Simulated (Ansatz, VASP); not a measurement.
# GaN in VASP and in Ansatz

```
CELL_PARAMETERS angstrom
0.00000 2.19929 2.07118
2.19929 0.00000 2.07118
2.19929 2.19929 0.00000
ATOMIC_POSITIONS crystal
Ga 0.00000 0.00000 0.00000
N 0.50000 0.50000 0.50000
```

Change from the starting cell: strain +0.030 along x and y, -0.030 along z, atoms carried along.

Alike in both runs: task single point; functional PBE; k mesh 14 × 14 × 14; occupations gaussian, width 0.05 eV; no spin polarisation.

|  | VASP | Ansatz |
| --- | --- | --- |
| version | VASP 6.6.1 | Ansatz 0.2.0 |
| potentials or method | VASP PAW PBE potentials, release 64 (Ga_d, N) | scalar-relativistic, plane waves, PAW |
| plane-wave cutoff (eV) | 520 | 420 |
| valence electrons in the cell | 18 | 18 |

Ansatz gave:

```
gap on the k mesh at the Fermi level (eV)       : none
pressure (GPa)                                  : -4.8
largest component of the traceless stress (GPa) : 5.42
```

Q: Estimate VASP's values.

A: gap on the k mesh at the Fermi level (eV): none; pressure (GPa): -4.1; largest component of the traceless stress (GPa): 5.52.

A gap of «none» marks a metal or a gap that the smearing closes. The functional is the same, so the differences come from potentials, cutoffs and numerics.
